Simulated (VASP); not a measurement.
## A VASP 6.6.1 single-point calculation on BeTe

INCAR

```
SIGMA = 0.02
LMAXMIX = 4
ISMEAR = -1
PREC = Medium
NELM = 120
EDIFF = 1E-7
NSW = 0
IBRION = -1
LCHARG = .FALSE.
ENCUT = 520
LREAL = .FALSE.
ISIF = 2
LWAVE = .FALSE.
NBANDS = 11
GGA = PE
LASPH = .TRUE.
```

KPOINTS

```
KPOINTS created by Atomic Simulation Environment
0
Gamma
8 8 8
0 0 0
```

POSCAR

```
Be Te
 1.0000000000000000
     0.0000000000000000    2.8003373892000001    2.8497558482000001
     2.8003373892000001    0.0000000000000000    2.8497558482000001
     2.8003373892000001    2.8003373892000001    0.0000000000000000
 Be  Te
   1   1
Cartesian
  0.0000000000000000  0.0000000000000000  0.0000000000000000
  1.4001686946000000  1.4001686946000000  1.4248779241000000
```

The recommended PBE PAW datasets give the neutral cell 8 valence electrons.

Command

```
mpirun -np 1 vasp_std
```

OSZICAR

```
N       E                     dE             d eps       ncg     rms          rms(c)
DAV:   1     0.194118684776E+02    0.19412E+02   -0.32983E+03  1298   0.584E+02
DAV:   2    -0.661239454709E+01   -0.26024E+02   -0.24906E+02  1702   0.925E+01
DAV:   3    -0.774000761239E+01   -0.11276E+01   -0.11257E+01  1713   0.202E+01
DAV:   4    -0.775228906876E+01   -0.12281E-01   -0.12279E-01  1546   0.241E+00
DAV:   5    -0.775254770517E+01   -0.25864E-03   -0.25863E-03  1639   0.341E-01    0.413E+00
DAV:   6    -0.764951756808E+01    0.10303E+00   -0.12194E-01  1499   0.141E+00    0.247E+00
DAV:   7    -0.761901160965E+01    0.30506E-01   -0.10105E-01  1542   0.139E+00    0.482E-01
DAV:   8    -0.761967876255E+01   -0.66715E-03   -0.62058E-03  1463   0.454E-01    0.779E-02
DAV:   9    -0.761991981146E+01   -0.24105E-03   -0.32330E-04  1570   0.106E-01    0.317E-02
DAV:  10    -0.761998521009E+01   -0.65399E-04   -0.81597E-05  1419   0.468E-02    0.154E-02
DAV:  11    -0.761998707846E+01   -0.18684E-05   -0.23106E-06  1721   0.897E-03    0.112E-02
DAV:  12    -0.761998945663E+01   -0.23782E-05   -0.52269E-06  1394   0.132E-02    0.760E-03
DAV:  13    -0.761998953692E+01   -0.80285E-07   -0.38785E-08  1598   0.145E-03
   1 F= -.76199895E+01 E0= -.76199895E+01  d E =-.542686E-12
```

From OUTCAR

```
k-points           NKPTS =     59   k-points in BZ     NKDIM =     59   number of bands    NBANDS=     11

   NELECT =       8.0000    total number of electrons

   dimension x,y,z NGX =    24 NGY =   24 NGZ =   24
   dimension x,y,z NGXF=    28 NGYF=   28 NGZF=   24

  energy-cutoff  :      520.00
  volume of cell :       44.69
      direct lattice vectors                 reciprocal lattice vectors
     0.000000000  2.800337389  2.849755848    -0.178549914  0.178549914  0.175453627
     2.800337389  0.000000000  2.849755848     0.178549914 -0.178549914  0.175453627
     2.800337389  2.800337389  0.000000000     0.178549914  0.178549914 -0.175453627

 k-points in reciprocal lattice and weights: KPOINTS created by Atomic Simulation Env
   0.00000000  0.00000000  0.00000000       0.002
   0.12500000  0.00000000  0.00000000       0.016
   0.25000000  0.00000000  0.00000000       0.016
   0.37500000  0.00000000  0.00000000       0.016
   0.50000000  0.00000000  0.00000000       0.008
   0.12500000  0.12500000  0.00000000       0.004
   0.25000000  0.12500000  0.00000000       0.016
   0.37500000  0.12500000  0.00000000       0.016
   ...

 E-fermi :   5.5730

 k-point     1 :       0.0000    0.0000    0.0000
  band No.  band energies     occupation
      1      -7.2040      2.00000
      2       5.0227      2.00000
      3       5.1201      2.00000
      4       5.1201      2.00000
      5       8.6878      0.00000
      6       8.6878      0.00000
      7       8.7246      0.00000
      8       8.9013      0.00000
      9      13.4045      0.00000
     10      15.1500      0.00000
     11      15.5037      0.00000

 k-point     2 :       0.1250    0.0000    0.0000
  band No.  band energies     occupation
      1      -7.0565      2.00000
      2       3.7738      2.00000
      3       4.8129      2.00000
      4       4.8937      2.00000
      5       8.6225      0.00000
      6       9.0328      0.00000
      7       9.0551      0.00000
      8      10.1901      0.00000
      9      13.8276      0.00000
     10      14.2790      0.00000
     11      14.5223      0.00000

 k-point     3 :       0.2500    0.0000    0.0000
  band No.  band energies     occupation
      1      -6.6494      2.00000
      2       1.7718      2.00000
      3       4.3580      2.00000
      4       4.4716      2.00000
      5       8.3945      0.00000
      6       9.5620      0.00000
      7       9.5864      0.00000
      8      12.1168      0.00000
      9      14.0181      0.00000
     10      14.1743      0.00000
     11      14.2142      0.00000

 k-point     4 :       0.3750    0.0000    0.0000
  band No.  band energies     occupation
      1      -6.1313      2.00000
      2       0.1891      2.00000
      3       4.0079      2.00000
      4       4.1477      2.00000
      5       8.2149      0.00000
      6       9.6714      0.00000
      7       9.7535      0.00000
      8      12.9451      0.00000
      9      14.8245      0.00000
     10      15.1406      0.00000
     11      15.2348      0.00000

 k-point     5 :       0.5000    0.0000    0.0000
  band No.  band energies     occupation
      1      -5.8610      2.00000
      2      -0.4472      2.00000
      3       3.8821      2.00000
      4       4.0316      2.00000
      5       8.1506      0.00000
      6       9.6357      0.00000
      7       9.7332      0.00000
      8      12.9105      0.00000
      9      16.0030      0.00000
     10      16.5206      0.00000
     11      16.6821      0.00000

 ...

  Total        0.4051846      0.4051846      0.0996797      0.0000000     -0.0000000      0.0000000
  in kB       14.5246329     14.5246329      3.5732118      0.0000000     -0.0000000      0.0000000
  external PRESSURE =      10.8741592 kB  Pullay stress =       0.0000000 kB

 POSITION                                       TOTAL-FORCE (eV/Angst)
 -----------------------------------------------------------------------------------
      0.00000      0.00000      0.00000         0.000000      0.000000      0.000000
      1.40017      1.40017      1.42488        -0.000000     -0.000000     -0.000000
 -----------------------------------------------------------------------------------
    total drift:                               -0.000010     -0.000010      0.000026

  FREE ENERGIE OF THE ION-ELECTRON SYSTEM (eV)
  ---------------------------------------------------
  free  energy   TOTEN  =        -7.6199895369 eV

  energy  without entropy=       -7.6199895369  energy(sigma->0) =       -7.61998954
```

It converged. Results: gap between bands v and c on the k mesh 1.90 eV; least direct gap on the k mesh 3.57 eV; pressure 1.1 GPa. Band v is the last that the valence electrons fill when counted band by band, and c is the next.

For comparison, a separate PBE run of the intended cell, on usual settings and not on those above, gives a gap of 1.90 eV on its mesh and a pressure of 1.1 GPa.

The run above took about 8.9 s on one core of a shared host (Intel Xeon Platinum 8488C) and held 0.14 GiB at most.
